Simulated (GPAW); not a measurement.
The system is CoO.

```
Co O
1.0
    -1.50800    1.50800    2.10725
     1.50800   -1.50800    2.10725
     1.50800    1.50800   -2.10725
Co O
1 1
Direct
  0.00000 0.00000 0.00000
  0.50000 0.50000 0.00000
```

Base run:

```yaml
Program: GPAW 26.7.0
Functional: PBE
Potentials_or_basis: GPAW PAW data sets (gpaw-data 1.2.1)
Cutoff: 800 eV
Basis: pw
k_mesh: 12 × 12 × 12
Occupations: fermi-dirac, width 0.05 eV
Spin: collinear spin, ferromagnetic start
Starting_moments: "[2.0, 0.0] μB"
Hubbard_terms: Co d U = 3 eV
```

Its results: band gap on the k mesh none (metal or under the smearing width); pressure 3.5 GPa; net moment 3.00 μB per cell; site moments Co +2.69; O +0.19 μB.

Question: The run is repeated on the same cell with these changes: hubbard terms from Co d U = 3 eV to Co d U = 2 eV. What comes out?

Answer: Band gap on the k mesh none (metal or under the smearing width); pressure 3.0 GPa; net moment 3.00 μB per cell; site moments Co +2.65; O +0.21 μB.

Caveats: a cell with one magnetic atom can't hold antiferromagnetic order, which such compounds often take.

Not every run made on this cell is shown here.
